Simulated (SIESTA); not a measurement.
# CuCl2 under changes of volume

One of the cells (46.505 Å³/atom); the others are scaled copies at fixed shape and fractional positions:

```xyz
3
Lattice="-2.2549 2.2549 6.8599 2.2549 -2.2549 6.8599 2.2549 2.2549 -6.8599" Properties=species:S:1:pos:R:3 pbc="T T T"
Cu    0.0000    0.0000    0.0000
Cl    2.2549    0.0000    0.0000
Cl    0.0000    2.2549    0.0000
```

Measurements of this composition are mostly on another form, of space group No. 12.

```yaml
Program: SIESTA 5.4.2
Functional: PBEsol
Potentials_or_basis: PseudoDojo 0.4 standard (PBEsol files)
Basis: DZP (energy shift 0.003 Ry; two zetas on semicore shells)
Grid_cutoff: 800 Ry
Energy_shift: 0.003 Ry
k_mesh: 8 × 8 × 8
Occupations: fermi-dirac, width 0.05 eV
Spin: no spin polarisation
```

```csv
volume (Å³/atom),energy over the lowest point (meV/atom),pressure (GPa)
43.714,?,?
44.644,5.31,0.8
45.574,0.00,0.2
46.505,2.93,-0.3
47.435,6.02,-0.7
48.365,11.53,-1.1
49.295,19.20,-1.5
```

Question: What does the run at 43.714 Å³/atom give?

Answer: Energy over the lowest point 11.34 meV/atom; pressure 1.4 GPa.

The energies don't lie on one smooth curve, so no fit is given. The run at 45.574 Å³/atom lies farthest off, from a change of basis, grid or state.

Energies are extrapolated to zero smearing.

Caveats: short orbitals over semicore shells can move pressures by several GPa; the basis of atomic orbitals isn't converged, which shifts pressures, moduli and gaps; an odd number of electrons without spin polarisation forces a metal; a magnetic or distorted state may lie lower; the run has no spin polarisation, though such a crystal can be magnetic.
